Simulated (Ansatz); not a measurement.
## TiO₂ films: biaxial stress and wafer bow

Plane-wave DFT in Ansatz, r2SCAN+U, scalar-relativistic PAW potentials, cutoff 500 eV, no spin-orbit coupling; no spin polarisation. U_eff = 4.0 eV on Ti. TiO₂ in space group I4_1/amd, strained equally along a and b of the conventional cell, with c and the atoms relaxed within the symmetry (a film with c along the normal). Stress is the in-plane mean, tension positive.

| strain (%) | stress (GPa) | E − E(0) (meV/atom) |
| --- | --- | --- |
| -4.5 | ? | 48.5 |
| -3.0 | -9.79 | 21.6 |
| -1.5 | -4.94 | 5.4 |
| +0.0 | -0.01 | 0.0 |
| +1.5 | 4.84 | 5.2 |
| +3.0 | 9.45 | 20.7 |

Question: Fit the stress, get the biaxial modulus and predict the missing row.

Answer: A parabola through the given rows is σ = -0.01 + 3.217 ε -0.0178 ε² GPa (ε in %), so M = dσ/dε = 322 GPa at zero. It predicts -14.85 GPa at -4.5 %; the run gave -14.55 GPa. The miss is 0.30 GPa, so the fit holds even one step beyond its range. The negative square term means that the film is stiffer in compression than in tension. The energies check it: E/V = Mε² at small strain, and a cubic fit with V = 11.61 Å³/atom gives M = 324 GPa, in agreement.

Question: How much does a 100 nm film at -0.3 % strain bow a 300 mm Si(001) wafer 775 μm thick?

Answer: The fit, without its small constant, gives σ = -0.97 GPa. Stoney's formula, κ = 6σt_f/(M_s t_s²) with M_s = 180.5 GPa for Si(001) (literature), gives |κ| = 5.37×10⁻³ m⁻¹ and a bow κr²/2 = 60.4 μm at r = 150 mm, with the film side convex (compression pushes the centre up). This assumes a single-crystal or fully textured, unrelaxed film at 0 K.

Cost: about 18 core-minutes for the runs cited, on Arm Neoverse V2 (shared hosts).

The stress response is nearly linear, but its curvature is not simply a matter of compression being stiffer than tension. Stress is larger in magnitude at -3.0 % than at +3.0 %, yet the local slope is steepest around zero and falls on both sides. The run at -4.5 % continues this, lying below the parabola's prediction in magnitude, so the 0.30 GPa miss looks like a missing cubic term rather than scatter.

In anatase, in-plane strain works against strong, partly covalent Ti–O bonds and the Ti–O–Ti angles, while the free c axis relieves part of the load through the Poisson effect. Short-range repulsion favours stiffening in compression; the accompanying expansion along c probably weakens the axial bonds and offsets it. At the small strain used for the wafer, these higher-order terms hardly matter, and the bow is governed by the linear modulus and film thickness. The smooth curve does not establish that the strongly strained films are stable against symmetry-lowering distortions, which could relieve stress.
